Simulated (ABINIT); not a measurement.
Re:

```
Re
1.0
     2.76080    0.00000    0.00000
    -1.38040    2.39092    0.00000
     0.00000    0.00000    4.45820
Re
2
Direct
  0.66667 0.33333 0.75000
  0.33333 0.66667 0.25000
```

Base run:

- Program: ABINIT 10.8.3 (patched build)
- Functional: r2SCAN
- Potentials or basis: SG15 NC PBE v1.2
- Cutoff: 844 eV
- k mesh: 9 × 9 × 5
- Occupations: fermi-dirac, width 0.05 eV
- Spin: no spin polarisation

Its results: band gap on the k mesh none (metal or under the smearing width); pressure 1.2 GPa.

After a change of settings the same cell gave: band gap on the k mesh none (metal or under the smearing width); pressure -2.7 GPa. Which change was it?
A. potentials or basis from SG15 NC PBE v1.2 to Ansatz NC r2SCAN; cutoff from 844 eV to 1469 eV
B. potentials or basis from SG15 NC PBE v1.2 to PseudoDojo NC SR PBE v0.4.1 standard; cutoff from 844 eV to 1170 eV
C. potentials or basis from SG15 NC PBE v1.2 to Ansatz PAW PBE default generated set, frozen core; cutoff from 844 eV to 490 eV
D. potentials or basis from SG15 NC PBE v1.2 to JTH PAW PBE v2.0; cutoff from 844 eV to 707 eV

B.

Caveats: the potentials were made for another functional, which shifts forces and pressure; spin-orbit coupling is left out, which moves the levels of the heavy elements; a meta-GGA on potentials with a model core is unreliable (some runs).
